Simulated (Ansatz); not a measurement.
# BaTe (rocksalt): a single-point run

Aim: a sound single-point run of BaTe (rocksalt). The structure is shown as the input types it.

Method: Kohn-Sham DFT, with the functional, basis and potentials that each input names (as first typed), in Ansatz 0.2.0.

### 1 Starting point

Symmetry: Fm-3m, No. 225, cubic system. Conventional cell: a = 6.820 Å, b = 6.820 Å, c = 6.820 Å, α = 90.00°, β = 90.00°, γ = 90.00°. Around Ba (site symmetry m-3m) lie 6 Te at 3.41 Å. Te (site symmetry m-3m) is surrounded by 6 Ba at 3.41 Å.

Structure file:

```xyz
2
Lattice="0.0000 3.4100 3.4100 3.4100 0.0000 3.4100 3.4100 3.4100 0.0000" Properties=species:S:1:pos:R:3 pbc="T T T"
Ba    3.4100    3.4100    3.4100
Te    0.0000    0.0000    0.0000
```

### 2 The run

The input, input.yaml:

```yaml
crystal:
  lattice:
    - [0.0, 3.409999398, 3.409999398]
    - [3.409999398, 0.0, 3.409999398]
    - [3.409999398, 3.409999398, 0.0]
  atoms:
    - { symbol: Ba, position: [0.5, 0.5, 0.5] }
    - { symbol: Te, position: [0.0, 0.0, 0.0] }
basis:
  ecutwfc: 420
  ecutrho_ratio: 4
kpoints:
  mp_grid: { grid: [6, 6, 6] }
hamiltonian:
  xc: pbe
  hubbard: { sites: [{ species: Ba, l: p, u_eff: 20.0 }] }
scf:
  occupations: { method: gaussian, width: 0.05 }
  max_iter: 100
output:
  forces: true
  stress: true
```

On the command line:

```console
$ ansatz run input.yaml --threads 4 --pin off --max-ram 8192MiB --backend cpu --events-out ev --progress --plain --runs-dir out
```

Log, cut to the lines that bear on the results:

```text
Warning: RAYON_NUM_THREADS=4 ignored (pool sized by the plan → 4); use --threads N
Ba: projections on atomic orbitals take those of the free atom [Kr 4d10] 5s2 5p6 6s2, of charge +0.00 (hamiltonian.pseudopotentials.projection_atoms); the dataset's partial waves leave at most 9.7e-6 of an orbital's norm unspanned inside its sphere
Ba: the file doesn't list 6p, so it is added from the neutral free atom; the dataset's partial waves leave at most 9.7e-6 of an orbital's norm unspanned inside its sphere
Te: projections on atomic orbitals take those of the free atom [Kr] 4d10 5s2 5p4, of charge +0.00 (hamiltonian.pseudopotentials.projection_atoms); the dataset's partial waves leave at most 7.8e-6 of an orbital's norm unspanned inside its sphere
[...]
Pseudopotentials: kind: paw
Pseudopotential: Ba, paw, valence charge 10, recommended cutoff 420 eV (normal), Ba.paw.azcp
Pseudopotential: Te, paw, valence charge 16, recommended cutoff 420 eV (normal), Te.paw.azcp
Functional definition: PBE
[...]
Crystal: 2 atoms, lattice volume = 79.304 Å³
Basis set: ecut = 420 eV, 1471 PW (Γ), exchange–correlation on 72×72×72 points (8 copies of the dense FFT grid, shifted against one another)
Bands: 17, of which v1, the nominal top of the filled ones, is band 13 counted from 1 (12 counted from 0)
Symmetry: 48 space group operations
Space group: Fm-3m (ITA 225), of the structure as read, at distance tolerance 4.3e-5 Å
k-points: 16 of 216
[...]
SCF iter   1: F=—  HF=-12927.212795 eV  |F-HF|=—  |Δ(HF+E_count)|=         —  Δρ=2.67e-2  dr2=8.15e-1  ethr=3.10e-3  ⟨swp⟩=8.9  Hψ=1917  notcnv=0
[...]
SCF iter   7: F=-12927.317680 eV  HF=-12927.317680 eV  |F-HF|=2.52e-9  |Δ(HF+E_count)|=   3.30e-7  Δρ=2.51e-6  dr2=5.47e-9  ethr=3.85e-10  ⟨swp⟩=5.4  Hψ=1120  notcnv=0
[...]
SCF converged after 7 iterations
Free energy (F): -12927.317680 eV
[...]
E sigma→0 (E₀):  -12927.317680 eV
Fermi energy:    8.506138 eV
[...]
--- Forces (eV/Å), atoms counted from 1 ---
  atom   1  Ba     0.00000000    -0.00000000     0.00000000
  atom   2  Te    -0.00000000    -0.00000000    -0.00000000
[...]
--- Stress (GPa, compression-positive) ---
        9.271625      -0.000000       0.000000
       -0.000000       9.271625      -0.000000
       -0.000000      -0.000000       9.271625
  P = ⅓ Tr σ = 9.2716 GPa (92.716 kbar)
Occupation matrices written to <dir>
```

It took 1.3 s on 4 threads of Arm Neoverse V1, shared host; peak memory 0.37 GiB.

### 3 Checking the result

The run converged and reported no error. Convergence says nothing about whether the input makes sense.

In the input, hamiltonian.hubbard.sites is [{species: Ba, l: p, u_eff: 20.0}]. A U of this value distorts the shell's occupations and the levels near the Fermi energy.

The test: delete hamiltonian.hubbard.sites.

### 4 A check with that setting changed

Level of this run: DFT PBE, scalar-relativistic, plane waves, PAW.

Besides the cure, the input differs in scf.max_iter, output requests.

input.yaml: that of step 2 with these lines changed.

```diff
@@ -15,6 +15,4 @@
   xc: pbe
-  hubbard: { sites: [{ species: Ba, l: p, u_eff: 20.0 }] }
 scf:
   occupations: { method: gaussian, width: 0.05 }
-  max_iter: 100
 output:
@@ -22 +20,2 @@
   stress: true
+  eigenvalues: true
```

On the command line:

```console
$ ansatz run input.yaml --threads 4 --pin off --max-ram 8192MiB --backend cpu --events-out ev --progress --plain --runs-dir out
```

The main lines of its log:

```text
[...]
Basis set: ecut = 420 eV, 1471 PW (Γ), exchange–correlation on 72×72×72 points (8 copies of the dense FFT grid, shifted against one another)
[...]
k-points: 16 of 216
[...]
SCF iter   1: F=—  HF=-12933.042694 eV  |F-HF|=—  |Δ(HF+E_count)|=         —  Δρ=7.82e-4  dr2=1.25e-3  ethr=1.77e-3  ⟨swp⟩=9.4  Hψ=1755  notcnv=0
preconditioner: auto → none  [insulator: Δε(μ)=1.403 eV  Ē_g=11.325 eV  σ=0.050 eV  W_gap=1.00  n_scr=14 (ndim 8)  ℏωp=15.6 eV  f_vac=0.005  D(μ)=0.00/eV (n_scr^D=0)  ε∞_Penn≈2.9]
SCF iter   2: F=—  HF=-12933.041827 eV  |F-HF|=—  |Δ(HF+E_count)|=   8.67e-4  Δρ=2.12e-4  dr2=2.91e-5  ethr=4.80e-6  ⟨swp⟩=2.1  Hψ=648  notcnv=0
[...]
SCF iter   5: F=-12933.041878 eV  HF=-12933.041878 eV  |F-HF|=2.35e-9  |Δ(HF+E_count)|=   5.55e-7  Δρ=1.56e-6  dr2=2.17e-9  ethr=5.34e-10  ⟨swp⟩=2.0  Hψ=432  notcnv=0
SCF iter   6: F=-12933.041878 eV  HF=-12933.041878 eV  |F-HF|=1.15e-10  |Δ(HF+E_count)|=   2.93e-9  Δρ=2.77e-7  dr2=1.73e-11  ethr=8.35e-12  ⟨swp⟩=2.7  Hψ=1068  notcnv=0
[...]
SCF converged after 6 iterations
Free energy (F): -12933.041878 eV
[...]
E sigma→0 (E₀):  -12933.041878 eV
Fermi energy:    7.945923 eV
[...]
  P = ⅓ Tr σ = 3.8147 GPa (38.147 kbar)
[...]
```

It took 0.71 s on 4 threads of Arm Neoverse V1, shared host; peak memory 0.36 GiB.

```tsv
run	ending	energy change	pressure (GPa)	gap (eV)	force (eV/Å)	cycles	time
first try	converged	+2.86 eV/atom (Hubbard term changed: no physical gain or loss)	9.3	0.57	0.00	7	1.3 s
second try	converged	0	3.8	1.43	0.00	6	0.71 s
```

### 5 Outcome

```
                           quantity                    value
                          first try  converged, 7 SCF cycles
                 fault in the input             unphysical U
                         second try  converged, 6 SCF cycles
energy (zero set by the potentials)           -12933.0419 eV
                           pressure                 3.81 GPa
                    gap on the mesh                  1.43 eV
                      largest force               0.000 eV/Å
```

In words: Both runs converge, but their results differ; in the second, the pressure goes from 9.3 to 3.8 GPa, the gap on the mesh goes from 0.57 to 1.43 eV. Only the second answers the question as it was meant. The gap of the reference lacks spin-orbit coupling, though the cell holds Te and Ba.
